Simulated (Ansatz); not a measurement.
Here is an Ansatz 0.2.0 calculation.

The input input.yaml:

```yaml
crystal:
  lattice:
    - [3.48, 0.0, 0.0]
    - [-1.74, 3.0137684052, 0.0]
    - [0.0, 0.0, 5.59]
  atoms:
    - { symbol: Pb, position: [0.6666666667, 0.3333333333, 0.75] }
    - { symbol: Pb, position: [0.3333333333, 0.6666666667, 0.25] }
hamiltonian:
  xc: pbe
  pseudopotentials: { kind: paw_fr }
magnetization:
  noncollinear: true
  spin_orbit: true
kpoints:
  mp_grid: { grid: [7, 7, 4] }
scf:
  occupations: { method: fermi_dirac, width: 0.05 }
output:
  forces: true
  stress: true
  eigenvalues: true
  write_density: true
  write_potential: true
  elf: true
  volumetric_format: npy
relax:
  f_tol: 0.01
  max_steps: 40
  cell: { stress_tol: 0.05 }
```

Potentials or basis: Ansatz PAW.

Run with:

```sh
$ ansatz run input.yaml --threads 2 --pin off --max-ram 5632MiB --backend cpu --events-out ev --progress --plain --runs-dir out
```

Task: Estimate the relaxed volume.

Result: 32.25 Å³/atom.

Task: Predict the relaxed cell.

Result: a = 3.635 Å, b = 3.635 Å, c = 5.638 Å, α = 90.00°, β = 90.00°, γ = 120.00°.

Task: Predict the band gap on the k mesh.

Result: None (metal or under the smearing width).

Task: What does it give for the space group after relaxing (to 0.05 Å)?

Result: P6_3/mmc (No. 194).

The path:
```
step  energy change (eV)  largest force (eV/Å)  volume (Å³)
   1              0.0000                0.0000        58.63
   2             -0.0663                0.0000        64.50
   3             -0.0672                0.0000        64.50
   4             -0.0684                0.0000        64.51
   5             -0.0692                0.0000        64.51
```

Caveat: the plane-wave basis is chosen anew once the cell has moved, so the energies of steps on either side of that aren't comparable. PBE usually gives volumes a little too large and moduli too small.
